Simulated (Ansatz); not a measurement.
# CoO (R3m) in Ansatz: single point with PBEsol0

Aim: the single point of CoO with PBEsol0.

Everything below comes from runs of Ansatz 0.2.0. Logs are shortened: lines on timing, memory, paths and dates and some standing lists are left out, and cuts for length are marked.

## (1) The crystal as given

The structure is trigonal, space group R3m (No. 160). Conventional cell: a = 3.204 Å, b = 3.204 Å, c = 7.699 Å, α = 90.00°, β = 90.00°, γ = 120.00°. Co (site symmetry 3m) is surrounded by 4 O at 1.91 to 1.96 Å. Around O (site symmetry 3m) lie 4 Co at 1.91 to 1.96 Å.

Measurements of this composition are mostly on another form, of space group No. 225.

## (2) Single point, PBEsol0, collinear spin, ferromagnetic start

File input.yaml:

```yaml
crystal:
  lattice:
    - [1.6022198417, 0.9250420569, 2.5664708903]
    - [-1.6022198417, 0.9250420569, 2.5664708903]
    - [0.0, -1.8500841138, 2.5664708903]
  atoms:
    - { symbol: Co, position: [0.99897832, 0.99897832, 0.99897832], spin: 2.0 }
    - { symbol: O, position: [0.75102103, 0.75102103, 0.75102103] }
hamiltonian:
  xc: { exchange: pbesol, correlation: pbesol, exx: { coeff: 0.25 } }
  pseudopotentials: { kind: paw }
magnetization:
  spin_polarized: true
kpoints:
  mp_grid: { grid: [5, 5, 5] }
scf:
  occupations: { method: fermi_dirac, width: 0.05 }
output:
  forces: true
  stress: true
  eigenvalues: true
```

Potentials or basis: Ansatz PAW.

On the command line:

```bash
ansatz run input.yaml --threads 2 --pin off --max-ram 5632MiB --backend cpu --events-out ev --progress --plain --runs-dir out
```

What it wrote:

```text
Warning: output.stress: scf.convergence.dr2_threshold = 1e-7 eV (the SCF's general default) is looser than the 2e-10 eV advised for a printed stress (1e-10 eV for each atom of the cell: 2). What an SCF threshold leaves in a stress goes as its square root, and in the free energy as the threshold itself, and one threshold admits the most on a small cell: of the crystals measured, under no hybrid functional and no lock of the moments, on runs that ended without the residual-converged pass, on stresses that held no estimate of that error, the worst erred by over 100 MPa in a component at 1e-7 eV an atom and by under 5 at 1e-10. Set scf.convergence.dr2_threshold to 2e-10 eV or tighter. The threshold is an SCF's pass mark: one that does not reach it within its budget of iterations ends unconverged, or closes short of it on a stop that the run arms, and scf.convergence.dr2_threshold's page says what that costs each kind of run
Warning: output.stress: scf.exx.energy_threshold = 1e-6 eV is looser than the 2e-8 eV advised for a stress under a hybrid functional (1e-8 eV for each atom of the cell: 2). Every SCF of the exchange loop can meet its threshold on dr2 while the loop round them stops early: no threshold on dr2 bounds what that leaves in the stress. Set scf.exx.energy_threshold to 2e-8 eV or tighter. The threshold is the loop's pass mark: a loop that does not reach it within its budget of cycles ends unconverged, and scf.exx.energy_threshold's page has the law
Warning: RAYON_NUM_THREADS=2 ignored (pool sized by the plan → 2); use --threads N
Engine: ansatz 0.2.0, x86_64-unknown-linux-gnu
Pseudopotentials: kind: paw
Pseudopotential: Co, paw, valence charge 17, recommended cutoff 420 eV (normal), Co.paw.azcp
Pseudopotential: O, paw, valence charge 6, recommended cutoff 420 eV (normal), O.paw.azcp
Functional definition: unnamed
  parameter a_1 = 0.25
  exchange = (1 - a_1)*pbe_x(mu = 0.12345679012345678) + a_1*exact_x
  correlation = pbe_c(beta = 0.046)
Crystal: 2 atoms, lattice volume = 22.823 Å³
Basis set: ecut = 420 eV, 447 PW (Γ), exchange–correlation on 48×48×48 points (8 copies of the dense FFT grid, shifted against one another)
Bands: 17, of which v1, the nominal top of the filled ones, is band 12 counted from 1 (11 counted from 0)
Symmetry: 6 space group operations
Space group: R3m (ITA 160), of the structure as read, at distance tolerance 2.8e-5 Å
Magnetic group: BNS 160.65 (UNI 1295), of the structure as read, at distance tolerance 2.8e-5 Å
k-points: 19 of 125 (time reversal used)
Non-local potential: Co, projectors of the file, l = 0: 3, l = 1: 2, l = 2: 3, l = 3: 1
Non-local potential: O, projectors of the file, l = 0: 2, l = 1: 2, l = 2: 1
PAW form: soft (Blöchl's): semilocal exchange-correlation on the pseudo side does not see the compensation charge
PAW frozen core: Co, regenerated for the run's functional, and the local potential with it (the file was generated under x = pbe(κ = 0.804, μ = 0.2195149727645171), c = pbe(β = 0.06672455060314922))
PAW frozen core: O, regenerated for the run's functional, and the local potential with it (the file was generated under x = pbe(κ = 0.804, μ = 0.2195149727645171), c = pbe(β = 0.06672455060314922))
PAW one-centre angular grid: Co, 590 points (default); XC on 64 Gauss nodes
PAW one-centre angular grid: O, 110 points (default); XC on 64 Gauss nodes
Initial density: superposition of atomic densities (chi_scale 0.1, normalization cell, long waves kept (reshape's long-wave potential 0.00 eV rms))
Starting moments: Σ|m| = 2 μB on 1 of 2 sites
Initial wavefunctions: pseudopotential atomic-orbital guess
Functional: x = pbesol(κ = 0.804, μ = 0.12345679012345678), c = pbesol(β = 0.046), warm-up for x = 0.75 pbesol(κ = 0.804, μ = 0.12345679012345678) + 0.25 exact, c = pbesol(β = 0.046)
SCF iter   1: F=—  HF=-5655.460631 eV  |F-HF|=—  |Δ(HF+E_count)|=         —  Δρ=2.96e-1 (↑1.15e-1 ↓2.96e-1)  dr2=2.95e1  dr2_m=2.24e0  M=0.909 μB ∫|m|=0.910 μB  β_m=0.30  ethr=1.00e-1  ⟨swp⟩=6.1  Hψ=1996  notcnv=0
preconditioner: auto → none  [metal: Δε(μ)=0.053 eV  Ē_g=13.672 eV  σ=0.050 eV  W_gap=0.26  n_scr=8 (ndim 8)  ℏωp=30.1 eV  f_vac=0.000  D(μ)=1.66/eV (n_scr^D=14)  sad-step TF]
iter 2 solved again at ethr=5.97e-3 eV; its pass at ethr=1.00e-1 eV (dr2=1.37e0 eV) is discarded
SCF iter   2: F=—  HF=-5652.678860 eV  |F-HF|=—  |Δ(HF+E_count)|=    2.78e0  Δρ=9.98e-2 (↑4.79e-2 ↓9.98e-2)  dr2=1.53e0  dr2_m=4.03e-1  M=2.068 μB ∫|m|=2.068 μB  β_m=1.00  ethr=5.97e-3  ⟨swp⟩=2.9  Hψ=2761  notcnv=0  defer=1
SCF iter   3: F=—  HF=-5652.319918 eV  |F-HF|=—  |Δ(HF+E_count)|=   3.59e-1  Δρ=3.36e-2 (↑2.71e-2 ↓3.36e-2)  dr2=2.43e-1  dr2_m=1.24e-2  M=2.128 μB ∫|m|=2.129 μB  β_m=1.00  ethr=5.97e-3  ⟨swp⟩=3.0  Hψ=1465  notcnv=0
SCF iter   4: F=—  HF=-5652.393768 eV  |F-HF|=—  |Δ(HF+E_count)|=   7.39e-2  Δρ=1.15e-2 (↑1.03e-2 ↓1.15e-2)  dr2=6.66e-2  dr2_m=1.67e-3  M=2.148 μB ∫|m|=2.150 μB  β_m=0.30  ethr=1.05e-3  ⟨swp⟩=3.1  Hψ=1795  notcnv=0  defer=1
Mixer restart at iter 4: flushing history
[... 68 lines left out ...]
SCF iter  12: F=—  HF=-5663.496124 eV  |F-HF|=—  |Δ(HF+E_count)|=   5.33e-7  Δρ=2.56e-5 (↑1.30e-5 ↓2.56e-5)  dr2=1.58e-7  dr2_m=3.86e-8  M=3.000 μB ∫|m|=3.009 μB  β_m=0.97  ethr=2.91e-11  ⟨swp⟩=5.1  Hψ=2421  notcnv=0
SCF iter  13: F=—  HF=-5663.496124 eV  |F-HF|=—  |Δ(HF+E_count)|=   8.38e-8  Δρ=1.53e-5 (↑1.05e-5 ↓1.53e-5)  dr2=7.80e-8  dr2_m=7.84e-9  M=3.000 μB ∫|m|=3.009 μB  β_m=0.87  ethr=2.91e-11  ⟨swp⟩=4.1  Hψ=2030  notcnv=0
SCF iter  14: F=—  HF=-5663.496124 eV  |F-HF|=—  |Δ(HF+E_count)|=   1.73e-8  Δρ=7.19e-6 (↑3.23e-6 ↓7.19e-6)  dr2=1.52e-8  dr2_m=2.25e-9  M=3.000 μB ∫|m|=3.009 μB  β_m=0.87  ethr=2.91e-11  ⟨swp⟩=4.1  Hψ=1855  notcnv=0
SCF iter  15: F=—  HF=-5663.496124 eV  |F-HF|=—  |Δ(HF+E_count)|=   2.35e-8  Δρ=8.21e-7 (↑8.21e-7 ↓6.40e-7)  dr2=9.97e-11  dr2_m=7.97e-11  M=3.000 μB ∫|m|=3.009 μB  β_m=0.93  ethr=2.91e-11  ⟨swp⟩=4.1  Hψ=1710  notcnv=0
SCF iter  16: F=-5663.496124 eV  HF=-5663.496124 eV  |F-HF|=1.82e-12  |Δ(HF+E_count)|=  1.89e-10  Δρ=6.81e-8 (↑6.58e-8 ↓6.81e-8)  dr2=1.74e-12  dr2_m=5.55e-13  M=3.000 μB ∫|m|=3.009 μB  ethr=1.00e-12  ⟨swp⟩=3.1  Hψ=1412  notcnv=0
SCF 5 converged in 16 iterations: F = -5663.496124 eV  dr2 = 1.74e-12
  Residual-converged pass: ⟨swp⟩=3.0  Hψ=1234  notcnv=0  max |occ|·‖R‖ = 2.7e-7 eV (tolerance 2.7e-7 eV)  dr2=1.73e-12  dr2_m=5.22e-13  dr2_onsite=6.74e-13  max |Δocc| = 8.0e-21
hybrid outer 4: dexx = +6.992e-4 eV, tail = 3.06e-5 eV, Δε = 7.80e-2 eV (about 1.32e-2 eV left of the loop's levels), ΔF = 2.01e-2 eV/Å (tail 5.47e-3)
Frozen-core exchange: fock
SCF iter   1: F=—  HF=-5663.496127 eV  |F-HF|=—  |Δ(HF+E_count)|=         —  Δρ=8.35e-6 (↑8.00e-6 ↓8.35e-6)  dr2=1.28e-8  dr2_m=9.94e-9  M=3.000 μB ∫|m|=3.009 μB  β_m=0.30  ethr=3.03e-8  ⟨swp⟩=3.4  Hψ=1455  notcnv=0
preconditioner: auto → none  [insulator: Δε(μ)=2.297 eV  Ē_g=16.994 eV  σ=0.050 eV  W_gap=1.00  n_scr=8 (ndim 8)  ℏωp=30.1 eV  f_vac=0.055  D(μ)=0.00/eV (n_scr^D=0)]
SCF iter   2: F=—  HF=-5663.496127 eV  |F-HF|=—  |Δ(HF+E_count)|=   3.91e-8  Δρ=7.79e-6 (↑5.94e-6 ↓7.79e-6)  dr2=2.96e-9  dr2_m=8.53e-9  M=3.000 μB ∫|m|=3.009 μB  β_m=0.51  ethr=4.59e-11  ⟨swp⟩=3.8  Hψ=1731  notcnv=0  defer=1
SCF iter   3: F=—  HF=-5663.496127 eV  |F-HF|=—  |Δ(HF+E_count)|=   6.82e-9  Δρ=3.77e-6 (↑3.77e-6 ↓2.77e-6)  dr2=8.35e-10  dr2_m=1.84e-9  M=3.000 μB ∫|m|=3.009 μB  β_m=0.67  ethr=1.20e-11  ⟨swp⟩=3.6  Hψ=1516  notcnv=0  defer=3
SCF iter   4: F=—  HF=-5663.496127 eV  |F-HF|=—  |Δ(HF+E_count)|=   1.09e-9  Δρ=2.22e-6 (↑1.01e-6 ↓2.22e-6)  dr2=1.07e-9  dr2_m=1.59e-10  M=3.000 μB ∫|m|=3.009 μB  β_m=0.59  ethr=3.29e-12  ⟨swp⟩=3.6  Hψ=1611  notcnv=0  defer=1
SCF iter   5: F=-5663.496127 eV  HF=-5663.496127 eV  |F-HF|=1.38e-10  |Δ(HF+E_count)|=  3.15e-10  Δρ=7.40e-7 (↑3.54e-7 ↓7.40e-7)  dr2=1.70e-10  dr2_m=1.65e-11  M=3.000 μB ∫|m|=3.009 μB  ethr=3.29e-12  ⟨swp⟩=3.1  Hψ=1322  notcnv=0  defer=3
SCF 6 converged in 5 iterations: F = -5663.496127 eV  dr2 = 1.70e-10
  Residual-converged pass: ⟨swp⟩=3.0  Hψ=1238  notcnv=0  max |occ|·‖R‖ = 2.5e-7 eV (tolerance 2.7e-7 eV)  dr2=1.68e-10  dr2_m=1.66e-11  dr2_onsite=2.90e-11  max |Δocc| = 8.4e-21
hybrid outer 5: dexx = +3.471e-8 eV, tail = 2.36e-9 eV, Δε = 7.78e-4 eV (about 7.53e-5 eV left of the loop's levels), ΔF = 2.49e-4 eV/Å (tail 1.65e-4)
this state was not tested for a lower state beside it, because the functional holds exact exchange (a hybrid, or Hartree-Fock), whose exchange loop this test does not read (fock_operator); the stability check (scf.self_checks: high) cannot read this state: a pseudopotential is PAW: the check reads norm-conserving sets alone
hybrid SCF converged: 5 outer / 39 inner (+16 warm-up), last move |dexx| = 3.47e-8 eV, tail = 2.36e-9 eV
Magnetization: 3.0000 μB (13.0000 up, 10.0000 down)
Absolute magnetization: 3.0071 μB (∫|ρ↑−ρ↓|, with the PAW one-centre terms)
Spin contamination: 0.0056 ħ² per cell (⟨S²⟩ above its minimum at these occupations)
Per-site moments (μB) at R_I (Å): [(2.46495857773937, 0.7875142689430613), (0.2185944614354397, 0.7875142689430613)]
Free energy (F): -5663.496127 eV
Frozen-core exchange: fock
Harris-Foulkes:  -5663.496127 eV  (|F-HF|=1.38e-10)
Internal energy: -5663.496127 eV  (E = F + TS)
E sigma→0 (E₀):  -5663.496127 eV
Fermi energy:    10.580634 eV
--- Per-component energies (eV) ---
  E_band       = -443.464102
  E_kinetic    = 620.058209
  E_local      = -3882.118480  (includes V_loc(G=0)·N_el)
  E_nonlocal   = 519.474078
  E_hartree    = 1602.672509
  E_xc         = -174.566816
  E_vxc        = -225.179122  (∫ρ·V_xc dr)
  E_exx        = -115.492953  (= α·E_x^exact, valence–valence)
  E_paw        = -1589.744264  (= ΣΔE_a)
  E_vpaw       = -450.060732  (= ΣTr[D̂ρ^β])
  E_aug_tail   = 0.002601  (compensation charges beyond the density's cutoff)
  E_ewald      = -2643.704935
  E_core_change = -0.076077  (= ΣΔE_core)
  E_smearing   = -0.000000  (= −TS)
  E_closure    = 0.000000  (closes the sum)
  Σ components = -5663.496127   (vs F -5663.496127, Δ=9.09e-13)
--- Forces (eV/Å), atoms counted from 1 ---
  atom   1  Co    -0.00000000    -0.00000000     0.40271053
  atom   2  O      0.00000000     0.00000000    -0.40270069
  max |Σ_I F_I| component: 9.84e-6 eV/Å
--- Stress (GPa, compression-positive) ---
        1.271475       0.000000      -0.000000
       -0.000000       1.271475       0.000000
        0.000000       0.000000       8.577678
  P = ⅓ Tr σ = 3.7069 GPa (37.069 kbar)
--- Band table (eV; the first three rows and the last of 38) ---
  k-point 0 ↑: bands = ["-92.4570", "-54.4306", "-54.3560", "-54.3560", "-11.7703", "2.3468", "2.4144", "2.4144", "6.0517", "6.0517", "9.3192", "9.3192", "9.4262", "11.7235", "26.0236", "26.0236", "26.6198"]
  k-point 1 ↑: bands = ["-92.4565", "-54.4331", "-54.3626", "-54.3572", "-11.5353", "2.1422", "2.5305", "2.5737", "5.9767", "5.9841", "7.8445", "9.0627", "9.1322", "13.6457", "23.1520", "26.2104", "26.6587"]
  k-point 2 ↑: bands = ["-92.4553", "-54.4371", "-54.3725", "-54.3589", "-11.1422", "2.1214", "2.7991", "2.8106", "5.8326", "5.9913", "6.0059", "8.5525", "8.5718", "16.6394", "19.8564", "25.5851", "25.9418"]
  k-point 18 ↓: bands = ["-88.4105", "-50.0559", "-50.0356", "-50.0307", "-10.3308", "3.3415", "4.4523", "5.0305", "8.6015", "8.7446", "13.1095", "15.0984", "15.2039", "19.6263", "20.9648", "24.1611", "26.6777"]
```

Wall time 48 s (2 threads of Intel Xeon Platinum 8259CL at 2.50GHz (Skylake/Cascade Lake), shared host); peak memory 0.8 GiB.

Results:

```yaml
Free_energy: -5663.4961 eV
Pressure: 3.7 GPa
Largest_force: 0.403 eV/Å
Band_gap_on_the_k_mesh: 2.30 eV, direct
Net_moment: 3.00 μB per cell
Absolute_moment: 3.01 μB per cell
Site_moments: Co +2.46; O +0.22 μB
```

Forces on the atoms (eV/Å):
```
Co   0.000  0.000  0.403
O    0.000  0.000 -0.403
```

Stress tensor (GPa, compression positive):
```
1.27 0.00 0.00
0.00 1.27 0.00
0.00 0.00 8.58
```

Caveat: the k mesh is coarse (spacing up to 0.48 Å⁻¹), so the values aren't converged, least of all with exact exchange; the magnetic or orbital state may not be the lowest; odd divisions of the mesh miss points on the zone boundary, where band edges often lie, so the gap on the mesh can be too wide; the pressure holds a Pulay correction of +0.7 GPa for the finite cutoff; a cell with one magnetic atom can't hold antiferromagnetic order, which such compounds often take; the PAW data sets come from PBE, with cores solved anew for the run's functional, which leaves a small shift of forces and pressure; the thresholds are loose for stress.
